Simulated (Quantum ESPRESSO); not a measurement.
Here is a Quantum ESPRESSO 7.5 calculation.

File pw.in:

```
&CONTROL
  calculation = 'scf'
  prefix = 'pwscf'
  outdir = './tmp'
  pseudo_dir = './pseudo'
  tprnfor = .true.
  tstress = .true.
  disk_io = 'nowf'
/
&SYSTEM
  ibrav = 0
  nat = 4
  ntyp = 2
  ecutwfc = 70
  nbnd = 26
  occupations = 'smearing'
  smearing = 'fd'
  degauss = 0.00367493
/
&ELECTRONS
  conv_thr = 8d-10
  electron_maxstep = 120
  mixing_beta = 0.5
/
ATOMIC_SPECIES
Ga    69.7230 Ga_ONCV_PBE-1.2.upf
N     14.0070 N_ONCV_PBE-1.2.upf
CELL_PARAMETERS angstrom
   3.1800000000    0.0000000000    0.0000000000
  -1.5900000000    2.7539607840    0.0000000000
   0.0000000000    0.0000000000    5.1660000000
ATOMIC_POSITIONS crystal
Ga     0.6666666667    0.3333333333    0.5000000000
Ga     0.3333333333    0.6666666667    0.0000000000
N      0.6666666667    0.3333333333    0.8750000000
N      0.3333333333    0.6666666667    0.3750000000
K_POINTS automatic
6 6 4 0 0 0
```

Potentials or basis: SG15 PBE 1.2.

The run is started by

```sh
$ OMP_NUM_THREADS=2 pw.x -in pw.in > pw.out
```

(1) Predict the largest force.

(2) Estimate the band gap on the k mesh.

## Answers

(1) 0.147 eV/Å.

(2) 2.02 eV, direct.

**Measured values to compare with.**

From “Studying electronic properties in GaN without electrical contacts using γ-γ vs e−-γ Perturbed Angular Correlations”, 2019, pmc:6823545, for a bulk crystal of GaN: band gap 3.503 ± 0.005 eV (direct).

Against the measured gap of GaN, 3.503 eV (direct; quoted in “Studying electronic properties in GaN without electrical contacts using γ-γ vs e−-γ Perturbed Angular Correlations”, 2019, pmc:6823545), the calculated 2.02 eV is off by -1.48 eV. Spin-orbit coupling on Ga is left out. The value is that of PBE, without temperature or zero-point motion. Semilocal functionals fall short of measured gaps as a rule.
